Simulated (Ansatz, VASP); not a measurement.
# Al2Au: 3 runs at one level of theory

```
Au Al
1.0
     0.00000    3.00000    3.00000
     3.00000    0.00000    3.00000
     3.00000    3.00000    0.00000
Au Al
1 2
Direct
  0.00000 0.00000 0.00000
  0.75000 0.75000 0.75000
  0.25000 0.25000 0.25000
```

Alike in all runs: task equation of state; functional PBEsol; k mesh 8 × 8 × 8; occupations fermi-dirac, width 0.05 eV; no spin polarisation; no spin-orbit coupling.

```tsv
program and potentials	plane-wave cutoff (eV)	notes	equilibrium volume (Å³/atom)	bulk modulus (GPa)
Ansatz, Ansatz PAW	420	potentials made for PBE, which Ansatz adapts in part	?	?
VASP, PBE PAW files Al, Au, 520 eV	520	potentials made for PBE	17.99	114.5
Ansatz, all-electron LAPW, scalar-relativistic	-	-	18.01	114.0
```

Task: Estimate from the other rows what the run with Ansatz, Ansatz PAW gave.

Result: Equilibrium volume 18.01 Å³/atom; bulk modulus 114.2 GPa. The other rows, which needn't bracket it: equilibrium volume 17.99 to 18.01; bulk modulus 114.0 to 114.5.
